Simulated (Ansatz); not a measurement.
The system is Gd.

```
Gd
1.0
     3.63600    0.00000    0.00000
    -1.81800    3.14887    0.00000
     0.00000    0.00000    5.78260
Gd
2
Direct
  0.66667 0.33333 0.75000
  0.33333 0.66667 0.25000
```

```yaml
Program: Ansatz 0.2.0
Task: relaxation of cell and atoms
Functional: PBEsol
Potentials_or_basis: Ansatz PAW
Cutoff: "420 eV (not typed: the program's choice for these potentials)"
k_mesh: 8 × 8 × 5
Occupations: fermi-dirac, width 0.05 eV
Spin: collinear spin, ferromagnetic start
Starting_moments: "[7.0, 7.0] μB"
```

At the start: volume 33.10 Å³/atom.

Question: How do energy, volume and symmetry change on relaxing?

Answer: It ends after 4 steps and the volume is 31.40 Å³/atom (-5.1 %); space group P6_3/mmc (No. 194, to 0.05 Å); moment 15.17 μB per cell.

The path:
```csv
step,energy change (eV),largest force (eV/Å),volume (Å³)
1,0.0000,0.0000,66.21
2,-0.0195,0.0000,63.30
3,-0.0200,0.0000,62.80
4,-0.0194,0.0000,62.80
```

Final structure:
```
Gd
1.0
     3.56545    0.00000    0.00000
    -1.78273    3.08777    0.00000
     0.00000    0.00000    5.70421
Gd
2
Direct
  0.66667 0.33333 0.75000
  0.33333 0.66667 0.25000
```

Caveat: the plane-wave basis is chosen anew once the cell has moved, so the energies of steps on either side of that aren't comparable; the PAW data sets come from PBE, with cores solved anew for the run's functional, which leaves a small shift of forces and pressure.
